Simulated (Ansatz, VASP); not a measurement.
# C in VASP and in Ansatz

INCAR

```
PREC = Accurate
ENCUT = 520
EDIFF = 1E-6
ISMEAR = 1
SIGMA = 0.4
LREAL = F
LASPH = T
NELM = 100
ALGO = Normal
ISIF = 2
LWAVE = F
LCHARG = T
GGA = CA
LELF = T
LVHAR = T
NBANDS = 11
```

KPOINTS

```
regular mesh
0
Gamma
  12 12 12
```

The input POSCAR:

```
C
1.0
    0.0000000000      1.7834000000      1.7834000000
    1.7834000000      0.0000000000      1.7834000000
    1.7834000000      1.7834000000      0.0000000000
C
2
Direct
    0.5630817540      0.4369182460      0.4369182460
    0.7500000000      0.7500000000      0.7500000000
```

Input for Ansatz:

```yaml
crystal:
  lattice:
    - [0.0, 1.7834, 1.7834]
    - [1.7834, 0.0, 1.7834]
    - [1.7834, 1.7834, 0.0]
  atoms:
    - { symbol: C, position: [0.563081754, 0.436918246, 0.436918246] }
    - { symbol: C, position: [0.75, 0.75, 0.75] }
basis:
  ecutwfc: 420
kpoints:
  mp_grid: { grid: [12, 12, 12] }
hamiltonian:
  xc: lda
scf:
  occupations: { method: cold, width: 0.4 }
output:
  forces: true
  stress: true
  eigenvalues: true
```

Alike in both runs: task single point; functional LDA; k mesh 12 × 12 × 12; no spin polarisation.

```csv
,VASP,Ansatz
version,VASP 6.6.1,Ansatz 0.2.0
potentials or method,"VASP PAW LDA potentials, release 64 (C)","scalar-relativistic, plane waves, PAW"
plane-wave cutoff (eV),520,420
occupations,"methfessel-paxton of order 1, width 0.4 eV","cold, width 0.4 eV"
valence electrons in the cell,8,8
```

|  | VASP | Ansatz | Ansatz less VASP |
| --- | --- | --- | --- |
| gap on the k mesh at the Fermi level (eV) | 0.44 | 0.45 | +0.011 |
| least direct gap on the mesh (eV) | 0.57 | 0.58 | +0.007 |
| pressure (GPa) | 5.3 | 4.1 | -1.24 |
| largest component of the traceless stress (GPa) | 8.14 | 7.53 | -0.609 |
| rms of the force components (eV/Å) | 4.189 | 4.171 | -0.0181 |

Atom by atom the forces differ by 0.018 eV/Å (rms over components).

Caveats: forces of over 1 eV/Å show positions far from the minimum, so gaps and moduli don't describe the material at rest.
